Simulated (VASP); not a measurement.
# SnSe (Fm-3m) in VASP: further runs

Runs on SnSe. Level: r2SCAN. Tasks: single point.

All numbers are computed with VASP 6.6.1; they aren't measurements. Logs are shortened: lines on timing, memory, paths and dates and some standing lists are left out, and cuts for length are marked.

## 1. The structure

The structure is cubic, space group Fm-3m (No. 225). The conventional cell has a = 6.020 Å, b = 6.020 Å, c = 6.020 Å, α = 90.00°, β = 90.00°, γ = 90.00°. Around Sn (site symmetry m-3m) lie 6 Se at 3.01 Å. Se (site symmetry m-3m) is surrounded by 6 Sn at 3.01 Å.

Measurements of this composition are mostly on another form, of space group No. 62.

## 2. Single point, r2SCAN

INCAR

```
SYSTEM = SnSe
  ADDGRID = .FALSE.
  ALGO = Normal
  EDIFF = 1E-7
  ENCUT = 400
  ISIF = 2
  ISMEAR = 0
  LASPH = .TRUE.
  LCHARG = .FALSE.
  LMIXTAU = .TRUE.
  LREAL = .FALSE.
  LWAVE = .FALSE.
  METAGGA = R2SCAN
  NBANDS = 17
  NELM = 100
  PREC = Accurate
  SIGMA = 0.05
```

KPOINTS

```
k-points
0
G
  4 4 4
  0 0 0
```

POSCAR

```
SnSe
1.0
    0.0000000000      3.0100000000      3.0100000000
    3.0100000000      0.0000000000      3.0100000000
    3.0100000000      3.0100000000      0.0000000000
Sn Se
1 1
Direct
    0.0000000000      0.0000000000      0.0000000000
    0.5000000000      0.5000000000      0.5000000000
```

Potentials or basis: VASP PAW PBE potentials, release 64 (Sn_d, Se).

Command:

```sh
cat potpaw_PBE.64/Sn_d/POTCAR potpaw_PBE.64/Se/POTCAR > POTCAR
mpirun -np 1 vasp_std > vasp.out
```

OUTCAR:

```text
SYSTEM = SnSe
   EDIFF = 1E-7
   ENCUT = 400
   ISIF = 2
   ISMEAR = 0
   LASPH = .TRUE.
   LREAL = .FALSE.
   METAGGA = R2SCAN
   NELM = 100
   PREC = Accurate

 Found      8 irreducible k-points:

 Following reciprocal coordinates:
            Coordinates               Weight
  0.000000  0.000000  0.000000      1.000000
  0.250000  0.000000  0.000000      8.000000
  0.500000  0.000000  0.000000      4.000000
  0.250000  0.250000  0.000000      6.000000
  0.500000  0.250000  0.000000     24.000000
 -0.250000  0.250000  0.000000     12.000000
   k-points           NKPTS =      8   k-points in BZ     NKDIM =      8   number of bands    NBANDS=     17
   number of dos      NEDOS =    301   number of ions     NIONS =      2
   total plane-waves  NPLWV =  21952
   dimension x,y,z NGX =    28 NGY =   28 NGZ =   28
   dimension x,y,z NGXF=    56 NGYF=   56 NGZF=   56
   ions per type =               1   1
   NGX,Y,Z   is equivalent  to a cutoff of  10.94, 10.94, 10.94 a.u.
   NGXF,Y,Z  is equivalent  to a cutoff of  21.87, 21.87, 21.87 a.u.
 SYSTEM =  SnSe
   PREC   = accura    normal or accurate (medium, high low for compatibility)
   ISTART =      0    job   : 0-new  1-cont  2-samecut
   ICHARG =      2    charge: 1-file 2-atom 10-const
   ISPIN  =      1    spin polarized calculation?
   LNONCOLLINEAR =      F non collinear calculations
   LSORBIT =      F    spin-orbit coupling
   LASPH  =      T    aspherical Exc in radial PAW
   ENCUT  =  400.0 eV  29.40 Ry    5.42 a.u.   6.94  6.94  6.94*2*pi/ulx,y,z
   NELM   =    100;   NELMIN=  2; NELMDL= -5     # of ELM steps
   EDIFF  = 0.1E-06   stopping-criterion for ELM
   LREAL  =      F    real-space projection
   EDIFFG = 0.1E-05   stopping-criterion for IOM
   NSW    =      0    number of steps for IOM
   IBRION =     -1    ionic relax: 0-MD 1-quasi-New 2-CG
   NFREE  =      0    steps in history (QN), initial steepest desc. (CG)
   ISIF   =      2    stress and relaxation
   ISYM   =      2    0-nonsym 1-usesym 2-fastsym
   POTIM  = 0.5000    time-step for ionic-motion
   TEBEG  =    0.0;   TEEND  =   0.0 temperature during run
   PSTRESS=    0.0 pullay stress
   NELECT =      20.0000    total number of electrons
   NUPDOWN=      -1.0000    fix difference up-down
   EMIN   =  10.00;   EMAX   =-10.00  energy-range for DOS
   EFERMI =   0.00;   METHOD = LEGACY
   ISMEAR =     0;   SIGMA  =   0.05  broadening in eV -4-tet -1-fermi 0-gaus
   EFERMI_NEDOS =   21; number of points for ismear=-14 and -15
   IALGO  =     38    algorithm
   IMIX   =      4    mixing-type and parameters
     AMIX     =   0.40;   BMIX     =  1.00
     AMIX_MAG =   1.60;   BMIX_MAG =  1.00
  volume/ion in A,a.u.               =      27.27       184.03
  Fermi-wavevector in a.u.,A,eV,Ry     =   1.171768  2.214321 18.681350  1.373040
  Thomas-Fermi vector in A             =   2.308207
   LORBIT       =      0    0 simple, 1 ext, 2 COOP (PROOUT), +10 PAW based schemes
   METAGGA = R2SCAN    functional components
   LHFCALC =     F    Hartree Fock is set to
   AEXX    =    0.0000 exact exchange contribution
   IVDW    =     0    specifies the selected vdW correction
   LEPSILON=     F    determine dielectric tensor
   LRPA    =     F    only Hartree local field effects (RPA)
 non-spin polarized calculation
 Gauss-broadening in eV      SIGMA  =   0.05
  energy-cutoff  :      400.00
  volume of cell :       54.54
 maximum number of plane-waves:       998
   NGX = 13   NGY = 13   NGZ = 13

 number of electron      19.9999997 magnetization

 Free energy of the ion-electron system (eV)
  ---------------------------------------------------
  ext. energy  EPLUGINS =         0.00000000
  ---------------------------------------------------
  free energy    TOTEN  =       -39.90414328 eV

  energy without entropy =      -39.90414328  energy(sigma->0) =      -39.90414328

 E-fermi :   5.9013     XC(G=0): -10.2189

 val. band max:        5.6775187510   @ k =   0.5000   0.0000   0.0000
 cond. band min:       6.1270472023   @ k =   0.5000   0.0000   0.0000
 fundamental gap:      0.4495284513
 Fermi energy:         5.9012518690

 k-point     1 :       0.0000    0.0000    0.0000
  band No.  band energies     occupation
      1     -16.8846      2.00000
      2     -16.8846      2.00000
      3     -16.8805      2.00000
      4     -16.8805      2.00000
      5     -16.8805      2.00000
      6      -9.0814      2.00000
[... 9 lines left out ...]
     16      11.7281      0.00000
     17      13.9937      0.00000

 k-point     2 :       0.2500    0.0000    0.0000
  band No.  band energies     occupation
      1     -16.8885      2.00000
      2     -16.8885      2.00000
      3     -16.8792      2.00000
      4     -16.8744      2.00000
      5     -16.8744      2.00000
      6      -8.6636      2.00000
[... 9 lines left out ...]
     16      13.0997      0.00000
     17      17.3449      0.00000

 k-point     3 :       0.5000    0.0000    0.0000
  band No.  band energies     occupation
      1     -16.8929      2.00000
      2     -16.8929      2.00000
      3     -16.8779      2.00000
      4     -16.8679      2.00000
      5     -16.8678      2.00000
      6      -8.1175      2.00000
[... 9 lines left out ...]
     16      16.1826      0.00000
     17      16.1826      0.00000

 k-point     4 :       0.2500    0.2500    0.0000
  band No.  band energies     occupation
      1     -16.8982      2.00000
      2     -16.8838      2.00000
      3     -16.8807      2.00000
      4     -16.8716      2.00000
      5     -16.8716      2.00000
      6      -8.5239      2.00000
[... 9 lines left out ...]
     16      15.0950      0.00000
     17      15.0950      0.00000

 k-point     5 :       0.5000    0.2500    0.0000
  band No.  band energies     occupation
      1     -16.9042      2.00000
      2     -16.8842      2.00000
      3     -16.8801      2.00000
      4     -16.8686      2.00000
      5     -16.8658      2.00000
      6      -7.9800      2.00000
[... 9 lines left out ...]
     16      16.7216      0.00000
     17      17.4855      0.00000

 k-point     6 :      -0.2500    0.2500    0.0000
  band No.  band energies     occupation
      1     -16.8948      2.00000
      2     -16.8895      2.00000
      3     -16.8754      2.00000
      4     -16.8712      2.00000
      5     -16.8710      2.00000
      6      -8.1603      2.00000
[... 9 lines left out ...]
     16      15.2014      0.00000
     17      16.3787      0.00000

 [... further k-points ...]

------------------------ aborting loop because EDIFF is reached ----------------------------------------

  FORCE on cell =-STRESS in cart. coord.  units (eV):
  Direction    XX          YY          ZZ          XY          YZ          ZX
  --------------------------------------------------------------------------------------
  -------------------------------------------------------------------------------------
  Total       -0.5082474     -0.5082474     -0.5082474     -0.0000000      0.0000000      0.0000000
  in kB      -14.9298790    -14.9298790    -14.9298790     -0.0000000      0.0000000      0.0000000
  external PRESSURE =     -14.9298790 kB  Pullay stress =       0.0000000 kB

 VOLUME and BASIS-vectors are now :
 -----------------------------------------------------------------------------
  energy-cutoff  :      400.00
  volume of cell :       54.54
      direct lattice vectors                 reciprocal lattice vectors
     0.000000000  3.010000000  3.010000000    -0.166112957  0.166112957  0.166112957
     3.010000000  0.000000000  3.010000000     0.166112957 -0.166112957  0.166112957
     3.010000000  3.010000000  0.000000000     0.166112957  0.166112957 -0.166112957

 POSITION                                       TOTAL-FORCE (eV/Angst)
 -----------------------------------------------------------------------------------
      0.00000      0.00000      0.00000         0.000000      0.000000      0.000000
      3.01000      3.01000      3.01000        -0.000000      0.000000     -0.000000
 -----------------------------------------------------------------------------------
    total drift:                               -0.000000      0.000000      0.000000

  FREE ENERGIE OF THE ION-ELECTRON SYSTEM (eV)
  ---------------------------------------------------
  free  energy   TOTEN  =       -39.9041432813 eV

  energy  without entropy=      -39.9041432813  energy(sigma->0) =      -39.90414328
```

Wall time 33 s (1 thread of Intel Xeon Platinum 8488C (Sapphire Rapids), shared host); peak memory 0.15 GiB.

These settings aren't checked as converged: the numbers below hold their error.

What came out:

```
Free energy            : -39.9041 eV
Pressure               : -1.5 GPa
Band gap on the k mesh : 0.45 eV, direct
```

Caveat: the k mesh is coarse (spacing up to 0.45 Å⁻¹), so the values aren't converged; the PAW data sets were made with another functional, which shifts forces and pressure a little; spin-orbit coupling is left out, which moves the levels of the heavy elements.

## 3. Single point, r2SCAN

Edit INCAR of step 2 so:

```diff
@@ -4,3 +4,3 @@
   EDIFF = 1E-7
-  ENCUT = 400
+  ENCUT = 200
   ISIF = 2
```

KPOINTS

```
k-points
0
G
  6 6 6
  0 0 0
```

POSCAR is that of step 2.

Potentials or basis: VASP PAW PBE potentials, release 64 (Sn_d, Se).

Command:

```sh
cat potpaw_PBE.64/Sn_d/POTCAR potpaw_PBE.64/Se/POTCAR > POTCAR
mpirun -np 1 vasp_std > vasp.out
```

OUTCAR:

```text
SYSTEM = SnSe
   EDIFF = 1E-7
   ENCUT = 200
   ISIF = 2
   ISMEAR = 0
   LASPH = .TRUE.
   LREAL = .FALSE.
   METAGGA = R2SCAN
   NELM = 100
   PREC = Accurate

 Found     16 irreducible k-points:

 Following reciprocal coordinates:
            Coordinates               Weight
  0.000000  0.000000  0.000000      1.000000
  0.166667  0.000000  0.000000      8.000000
  0.333333  0.000000  0.000000      8.000000
  0.500000  0.000000  0.000000      4.000000
  0.166667  0.166667  0.000000      6.000000
  0.333333  0.166667  0.000000     24.000000
   k-points           NKPTS =     16   k-points in BZ     NKDIM =     16   number of bands    NBANDS=     17
   number of dos      NEDOS =    301   number of ions     NIONS =      2
   total plane-waves  NPLWV =   8000
   dimension x,y,z NGX =    20 NGY =   20 NGZ =   20
   dimension x,y,z NGXF=    40 NGYF=   40 NGZF=   40
   ions per type =               1   1
   NGX,Y,Z   is equivalent  to a cutoff of   7.81,  7.81,  7.81 a.u.
   NGXF,Y,Z  is equivalent  to a cutoff of  15.62, 15.62, 15.62 a.u.
 SYSTEM =  SnSe
   PREC   = accura    normal or accurate (medium, high low for compatibility)
   ISTART =      0    job   : 0-new  1-cont  2-samecut
   ICHARG =      2    charge: 1-file 2-atom 10-const
   ISPIN  =      1    spin polarized calculation?
   LNONCOLLINEAR =      F non collinear calculations
   LSORBIT =      F    spin-orbit coupling
[... 56 lines left out ...]
 fundamental gap:      0.4404500480
 Fermi energy:         5.9149603978

 k-point     1 :       0.0000    0.0000    0.0000
  band No.  band energies     occupation
      1     -16.9718      2.00000
      2     -16.9718      2.00000
      3     -16.9716      2.00000
      4     -16.9632      2.00000
      5     -16.9632      2.00000
      6      -9.0309      2.00000
[... 97 lines left out ...]
      4     -16.9568      2.00000
      5     -16.9499      2.00000
      6      -8.3799      2.00000
[... 9 lines left out ...]
     16      15.0196      0.00000
     17      16.6137      0.00000

 [... further k-points ...]

------------------------ aborting loop because EDIFF is reached ----------------------------------------

  FORCE on cell =-STRESS in cart. coord.  units (eV):
  Direction    XX          YY          ZZ          XY          YZ          ZX
  --------------------------------------------------------------------------------------
  -------------------------------------------------------------------------------------
  Total       -3.7906033     -3.7906033     -3.7906033     -0.0000000     -0.0000000     -0.0000000
  in kB     -111.3497993   -111.3497993   -111.3497993     -0.0000000     -0.0000000     -0.0000000
  external PRESSURE =    -111.3497993 kB  Pullay stress =       0.0000000 kB

 VOLUME and BASIS-vectors are now :
 -----------------------------------------------------------------------------
  energy-cutoff  :      200.00
  volume of cell :       54.54
      direct lattice vectors                 reciprocal lattice vectors
     0.000000000  3.010000000  3.010000000    -0.166112957  0.166112957  0.166112957
     3.010000000  0.000000000  3.010000000     0.166112957 -0.166112957  0.166112957
     3.010000000  3.010000000  0.000000000     0.166112957  0.166112957 -0.166112957

 POSITION                                       TOTAL-FORCE (eV/Angst)
 -----------------------------------------------------------------------------------
      0.00000      0.00000      0.00000         0.000000     -0.000000     -0.000000
      3.01000      3.01000      3.01000        -0.000000      0.000000      0.000000
 -----------------------------------------------------------------------------------
    total drift:                                0.000000     -0.000000      0.000000

  FREE ENERGIE OF THE ION-ELECTRON SYSTEM (eV)
  ---------------------------------------------------
  free  energy   TOTEN  =       -39.7421755469 eV

  energy  without entropy=      -39.7421755469  energy(sigma->0) =      -39.74217555
```

Run time: 23 s. Hardware: 1 thread of Intel Xeon Platinum 8488C (Sapphire Rapids), shared host; peak memory 0.12 GiB.

The run converged, but a check on its numbers failed (symmetry, net force, bounds or a known fault of this set-up), so they aren't taken as properties of the crystal.

Caveat: the cutoff lies under the usual one of these potentials, so the numbers hold a large basis-set error; the PAW data sets were made with another functional, which shifts forces and pressure a little; spin-orbit coupling is left out, which moves the levels of the heavy elements.

(Continued in part 2 of 2.)
